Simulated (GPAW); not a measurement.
# CuO (Tenorite) (C2/c) in GPAW: single point with PBE

Aim: the single point of CuO (Tenorite) with PBE.

All numbers are computed with GPAW 26.7.0; they aren't measurements. Logs are shortened: lines on timing, memory, paths and dates and some standing lists are left out, and cuts for length are marked. The log counts tension as positive stress, the text compression.

**1. The undisturbed crystal**

Symmetry: C2/c, No. 15, monoclinic system. Conventional cell: a = 4.684 Å, b = 3.423 Å, c = 5.129 Å, α = 90.00°, β = 99.54°, γ = 90.00°. Cu (site symmetry -1) is surrounded by 4 O at 1.95 to 1.96 Å. Around O (site symmetry 2) lie 4 Cu at 1.95 to 1.96 Å.

**2. Single point, PBE (atoms moved at random, drawn with an rms of 0.05 Å)**

Contents of run.py:

```python
from ase.dft.bandgap import bandgap
from ase.io import read, write
from ase.units import GPa
from gpaw import GPAW, PW

atoms = read('POSCAR')

calc = GPAW(mode=PW(800),
            xc='PBE',
            kpts={'size': (10, 10, 5), 'gamma': True},
            occupations={'name': 'fermi-dirac', 'width': 0.05},
            nbands=33,
            convergence={'density': 1e-05, 'energy': 1e-05},
            maxiter=150,
            txt='gpaw.txt')
atoms.calc = calc
energy = atoms.get_potential_energy()
forces = atoms.get_forces()
stress = atoms.get_stress()
calc.write('gs.gpw')
write('result.traj', atoms)
print(f'Energy: {energy:.6f} eV')
print('Forces (eV/A):')
print(forces.round(4))
print('Stress (GPa):', (stress / GPa).round(3))
print('Fermi level:', round(calc.get_fermi_level(), 4), 'eV')
print(f'Gap: {bandgap(calc)[0]:.4f} eV, direct: {bandgap(calc, direct=True)[0]:.4f} eV')
```

Contents of POSCAR:

```
CuO
1.0
    2.3418500000     -1.7113000000      0.0000000000
    2.3418500000      1.7113000000      0.0000000000
   -0.8500274268      0.0000000000      5.0578693947
Cu O
2 2
Direct
    0.5063060000     -0.0089130000      0.5000460000
   -0.0030500000      0.5118650000      0.0077660000
    0.4125810000      0.5821750000      0.7543040000
    0.5793590000      0.4093460000      0.2516240000
```

Potentials or basis: GPAW PAW data sets (gpaw-data 1.2.1), pw.

Launch:

```
OMP_NUM_THREADS=1 python run.py
```

gpaw.txt:

```text
__  _  _
 | _ |_)|_||  |
 |__||  | ||/\| - 26.7.0

Input parameters:
  mode=PW(ecut=800.0),
  convergence={'density': 1e-05, 'energy': 1e-05},
  kpts=MonkhorstPack(size=(10, 10, 5), gamma=True),
  maxiter=150,
  nbands=33,
  occupations=Occupations(name='fermi-dirac', width=0.05),
  xc=XC(name='PBE')

Diagonalizing LCAO Hamiltonian
Converting LCAO to pw mode

          O

       Cu
           O
          Cu

Atoms  # Å, Bohr magnetons
|   | symbol |        x |         y |        z |    initial magnetic moments |
|---|--------|----------|-----------|----------|-----------------------------|
| 0 |     Cu | 0.739767 | -0.881694 | 2.529167 | ( 0.0000,  0.0000,  0.0000) |
| 1 |     Cu | 1.184967 |  0.881174 | 0.039279 | ( 0.0000,  0.0000,  0.0000) |
| 2 |      O | 1.688390 |  0.290226 | 3.815171 | ( 0.0000,  0.0000,  0.0000) |
| 3 |      O | 2.101512 | -0.290943 | 1.272681 | ( 0.0000,  0.0000,  0.0000) |

Unit cell  # Å
| periodic |         x |         y |        z |  lengths |    angles |
|----------|-----------|-----------|----------|----------|-----------|
|      yes |  2.341850 | -1.711300 | 0.000000 | 2.900484 | 97.690119 |
|      yes |  2.341850 |  1.711300 | 0.000000 | 2.900484 | 97.690119 |
|      yes | -0.850027 |  0.000000 | 5.057869 | 5.128800 | 72.314715 |

Number of symmetries: 1
Symmetry operations  # r_c * U_cc + t_c -> r_c
|   | kind |            matrix            |
|---|------|------------------------------|
| 0 |  E   |  1, 0, 0,  0, 1, 0,  0, 0, 1 |

BZ-sampling:
  Number of BZ points: 500
  Number of IBZ points: 252

  Monkhorst-Pack size: [10, 10, 5]
  Monkhorst-Pack shift: [0.05, 0.05, 0.0]

K-points  # in reciprocal-cell coordinates
|     |                                coordinates |     weight |
|-----|--------------------------------------------|------------|
|   0 | (  0.00000000,   0.00000000,   0.00000000) | 0.00200000 |
|   1 | (  0.00000000,   0.00000000,   0.20000000) | 0.00400000 |
|   2 | (  0.00000000,   0.00000000,   0.40000000) | 0.00400000 |
|   3 | (  0.00000000,   0.10000000,  -0.40000000) | 0.00400000 |
|   4 | (  0.00000000,   0.10000000,  -0.20000000) | 0.00400000 |
|   5 | (  0.00000000,   0.10000000,   0.00000000) | 0.00400000 |
|   6 | (  0.00000000,   0.10000000,   0.20000000) | 0.00400000 |
|   7 | (  0.00000000,   0.10000000,   0.40000000) | 0.00400000 |
|   8 | (  0.00000000,   0.20000000,  -0.40000000) | 0.00400000 |
|   9 | (  0.00000000,   0.20000000,  -0.20000000) | 0.00400000 |
| ... |                                            |            |
| 251 | (  0.50000000,   0.50000000,   0.40000000) | 0.00400000 |

Plane wave coefficients: 2099
Cutoff: 800.0 eV

Spin-components: 1 (collinear spins)
Bands:           33
Projectors:      22
Spin-degeneracy: 2
Datatype:        complex128

Parallelization:
  kpt:    1
  domain: 1
  band:   1

Density:
  Valence electrons: 34.0
  Components: 1
  Grid points: [20 20 35]
  Charge: 0.0  # |e|

Potential:
  Grid points: [20 20 35]

species:
  Cu:
    name:    Copper
    Z:       29.0
    valence: 11
    core:    18
    charge:  0.0  # [|e|]
    compensation charges:
      type: gauss
      rc: 0.33  # [Å]
      lmax: 2
    cutoffs:
      filter: 2.06  # [Å]
      core: 2.43  # [Å]
    projectors
    | kind |    occ | energy [eV] | rcut [Å] |
    |------|--------|-------------|----------|
    |   4s |  1.000 |      -4.609 |    1.164 |
    |   4p |  0.000 |      -0.698 |    1.164 |
    |   3d | 10.000 |      -5.039 |    1.058 |
    |    s |        |      22.603 |    1.164 |
    |    p |        |      26.513 |    1.164 |
    |    d |        |      22.172 |    1.058 |

    Using partial waves for Cu as LCAO basis

  O:
    name:    Oxygen
    Z:       8.0
    valence: 6
    core:    2
    charge:  0.0  # [|e|]
    compensation charges:
      type: gauss
      rc: 0.21  # [Å]
      lmax: 2
    cutoffs:
      filter: 1.17  # [Å]
      core: 0.83  # [Å]
    projectors
    | kind |    occ | energy [eV] | rcut [Å] |
    |------|--------|-------------|----------|
    |   2s |  2.000 |     -23.961 |    0.688 |
    |   2p |  4.000 |      -9.029 |    0.598 |
    |    s |        |       3.251 |    0.688 |
    |    p |        |      18.182 |    0.598 |
    |    d |        |       0.000 |    0.619 |

    Using partial waves for O as LCAO basis

Reference energy: -94124.608285  # eV

eigensolver:
  PPCG
  Converge bands: occupied
  niter=2

density mixing:
  MSR1-Mixer
  Pratt-step length: 0.05
  Maximum mixing coefficient: 0.75
  Old densities: 10
  SVD Regularization: 0.005
  Good broyden scale: 1.0
  Trust region scale: 1.0
  Backstep threshold: 4.0
  History deletion threshold: 6.0
  Fourier metric: weight=20.0, sigma=0.015

occupation numbers:
  Fermi-Dirac:
    width: 0.0500  # eV

poisson solver:
  ecut: 6400.0  # eV

xc functional:
  name: PBE with 2 nearest neighbor stencil

convergence criteria:
- Maximum integral of absolute [dens]ity change: 1e-05 electrons / valence electron
- Maximum [total energy] change in last 3 cyles: 1e-05 eV / valence electron
- Maximum integral of absolute [eigenst]ate change: 4e-08 eV^2 / valence electron
maximum number of iterations: 150

SCF iterations
|iter     | |      energy | eigst |  dens |
|---------|-|-------------|-------|-------|
|iter:   1| |  -25.847216 | +0.20 |       |
|iter:   2| |  -23.350090 | -1.83 | -0.89 |
|iter:   3| |  -20.811295 | -1.14 | -0.99 |
|iter:   4| |  -19.868983 | -2.34 | -1.20 |
|iter:   5| |  -19.814379 | -3.16 | -1.58 |
|iter:   6| |  -19.783634 | -3.19 | -1.72 |
|iter:   7| |  -19.776607 | -3.44 | -2.28 |
|iter:   8| |  -19.774564 | -4.29 | -2.63 |
|iter:   9| |  -19.774455 | -5.33 | -2.89 |
|iter:  10| |  -19.774450c| -6.23 | -3.35 |
|iter:  11| |  -19.774451c| -7.47c| -4.04 |
|iter:  12| |  -19.774450c| -8.38c| -4.65 |
|iter:  13| |  -19.774450c| -8.25c| -5.12c|

Converged in 13 steps
Energy contributions relative to reference atoms: (reference = -94124.608285)

Energy contributions:
  Kinetic:           2.130336
  Coulomb:          -7.385710
  Zero:              0.627881
  External:          0.000000
  Xc:              -15.137377
  Entropy:          -0.019162
  Spinorbit:         0.000000
  ----------------------------
  Free energy:     -19.784031
  Extrapolated:    -19.774450

dipole moment: (11.788485, -0.059363, -10.483494)  # |e|*Ang

Fermi level: 6.534
Eigenvalues  # (at kpt = [0.000, 0.000, 0.000])
| band index |      eig [eV] | occ [0-2] |
|------------|---------------|-----------|
|          0 |       -13.381 |     2.000 |
|        ... |               |           |
|          8 |         3.548 |     2.000 |
|          9 |         3.574 |     2.000 |
|         10 |         3.837 |     2.000 |
|         11 |         3.931 |     2.000 |
|         12 |         4.170 |     2.000 |
|         13 |         4.325 |     2.000 |
|         14 |         4.387 |     2.000 |
|         15 |         4.881 |     2.000 |
|         16 |         6.740 |     0.032 |
|         17 |         7.473 |     0.000 |
|         18 |         8.249 |     0.000 |
|         19 |        12.562 |     0.000 |
|         20 |        14.716 |     0.000 |
|         21 |        19.867 |     0.000 |
|         22 |        22.254 |     0.000 |
|         23 |        23.034 |     0.000 |
|        ... |               |           |
|         32 |        30.056 |     0.000 |

No gap
No difference between direct/indirect transitions

Forces  # eV/Ang
|        x |        y |        z |
|----------|----------|----------|
| -0.04042 |  0.14472 |  0.42610 |  # Cu   0
| -0.19618 |  0.04277 | -0.35586 |  # Cu   1
|  0.09147 | -0.31605 | -0.11959 |  # O    2
|  0.14501 |  0.12853 |  0.04945 |  # O    3

Stress tensor  # eV/Ang^3
|         x |         y |         z |
|-----------|-----------|-----------|
| -0.049520 |  0.001428 |  0.012503 |
|  0.001428 | -0.048812 |  0.003369 |
|  0.012503 |  0.003369 | -0.044662 |

# Writing to gs.gpw (mode='')
```

It took 4.9 min on 1 thread of Arm Neoverse V2, shared host; peak memory 0.55 GiB.

What came out:

```
Free energy            : -19.7840 eV
Pressure               : 7.6 GPa
Largest force          : 0.452 eV/Å
Band gap on the k mesh : none (metal or under the smearing width)
```

Forces in eV/Å, atoms in the order of the input:
```
Cu  -0.040  0.145  0.426
Cu  -0.196  0.043 -0.356
O    0.091 -0.316 -0.120
O    0.145  0.129  0.049
```

Levels at points of the mesh, in eV from the Fermi level:
```csv
k point,band 14,band 15,band 16,band 17,band 18,band 19,band 20,band 21
"(0.00, 0.00, 0.00)",-2.21,-2.15,-1.65,0.21,0.94,1.72,6.03,8.18
"(0.00, 0.50, 0.00)",-1.60,-1.51,-1.41,-0.02,0.28,4.97,6.33,6.93
"(0.50, 0.00, 0.00)",-1.60,-1.50,-1.40,-0.02,0.24,4.88,6.33,6.99
"(0.50, 0.50, 0.00)",-2.11,-1.66,-1.22,-0.65,1.07,3.38,7.08,8.55
```

Caveat: with this Cu data set, volumes or pressures lay over 1.5 % or 2 GPa off other programs in two to four cells of ten; the run has no spin polarisation, though such a crystal can be magnetic; semilocal functionals often make such compounds metallic where correlation or magnetic order opens a gap, which also shifts bond lengths.
